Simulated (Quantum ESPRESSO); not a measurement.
PtS2:

```
CELL_PARAMETERS angstrom
3.54320 0.00000 0.00000
-1.77160 3.06850 0.00000
0.00000 0.00000 5.03880
ATOMIC_POSITIONS crystal
Pt 0.00000 0.00000 0.00000
S 0.66667 0.33333 0.77300
S 0.33333 0.66667 0.22700
```

Base run:

```yaml
Program: Quantum ESPRESSO 7.5
Functional: PBEsol
Potentials_or_basis: GBRV 1.5 PBEsol
Cutoff: 612 eV
Density_cutoff: 4898 eV
k_mesh: 12 × 12 × 6
Occupations: fermi-dirac, width 0.05 eV
Spin: no spin polarisation
```

Its results: band gap on the k mesh 0.78 eV, indirect (least direct gap 1.06 eV); pressure 6.0 GPa; largest force 0.941 eV/Å; electronic dielectric tensor (diagonal) 19.12, 19.12, 9.88.

Task: The run is repeated on the same cell with these changes: k mesh from 12 × 12 × 6 to 8 × 8 × 4. What comes out?

Result: Band gap on the k mesh 0.83 eV, indirect (least direct gap 0.88 eV); pressure 6.0 GPa; largest force 0.936 eV/Å; electronic dielectric tensor (diagonal) 19.21, 19.21, 11.90.

Caveats: the cell is more than 3 GPa from zero pressure, which shifts response properties; on a mesh that holds Γ this program's dielectric tensor can be off by some percent beyond the error of the mesh; spin-orbit coupling is left out, which moves the levels of the heavy elements.

A k mesh can miss the band edges.
